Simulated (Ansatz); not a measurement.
**An added Li started as a split pair with a F atom in rocksalt LiF, 65 atoms, charge +1**

All numbers come from Ansatz (PAW, plane waves, no spin–orbit coupling) at the single k point (¼, ¼, ¼) without its symmetry partners. The atoms were relaxed with PBEsol in a fixed cell; other functionals are single points on those atoms unless said otherwise. The valence top and gap of the host come from its small cell on a dense mesh, with the band extrema sought between the mesh points, lined up by the mean potential, PBEsol gap 9.05 eV, HSE06 gap 11.54 eV. The charge correction uses an assumed dielectric constant of 9.0.

Cell: a = 8.015 Å, b = 8.015 Å, c = 8.015 Å, α = 90.00°, β = 90.00°, γ = 90.00°.

Nearest atoms after relaxation, from the placed atom (for vacancies from the middle of the vacant sites): F at 1.73 Å, F at 1.73 Å, F at 1.74 Å, F at 1.74 Å, Li at 2.13 Å, Li at 2.13 Å, Li at 2.13 Å, Li at 2.13 Å.

Chemical potentials μ are those of reference phases of the elements at zero temperature by the same functional (the usual solids, diamond for C, grey Sn, and the molecules H2, N2, O2, F2, Cl2, Br2 and S8).

```tsv
functional	E(defect) − E(host) − Σ nμ + q·E_VBM (eV)	monopole (eV)	alignment (eV)	formation energy at E_F = VBM (eV)	moment (μB)	wall time, shared host
PBEsol	-4.41	0.28	-0.07	-4.20	0 (no spin)	9 s on NVIDIA GB300 (relaxation)
```

Problem. Estimate the formation energy and moment that HSE06 gives on these atoms.

Solution. -5.81 eV at E_F = VBM (-6.03 eV before the monopole term 0.28 eV and the alignment -0.06 eV), moment 0 (no spin).

Problem. How does the monopole term follow by hand for this cubic cell?

Solution. q²·α·e²/(4πε₀)/(2εL) with the Madelung constant α = 2.837 and e²/4πε₀ = 14.40 eV·Å: 1 × 2.837 × 14.40 / (2 × 9.0 × 8.015) = 0.28 eV.

HSE06 one-electron levels near the gap (the ten most localised at most), from the host's valence top, not corrected for the charge's images:

| level (eV) | spin | filling | atoms sharing it | element of the atom with most weight |
| --- | --- | --- | --- | --- |
| 0.14 | both | 2.00 | 28.6 | spread |
| 0.14 | both | 2.00 | 28.6 | spread |

All elements are taken at their own reference at once; growth conditions in equilibrium with the host shift these energies, by up to the host's formation enthalpy.

One k point and a cell of this size can leave errors of several tenths of an eV in such numbers.
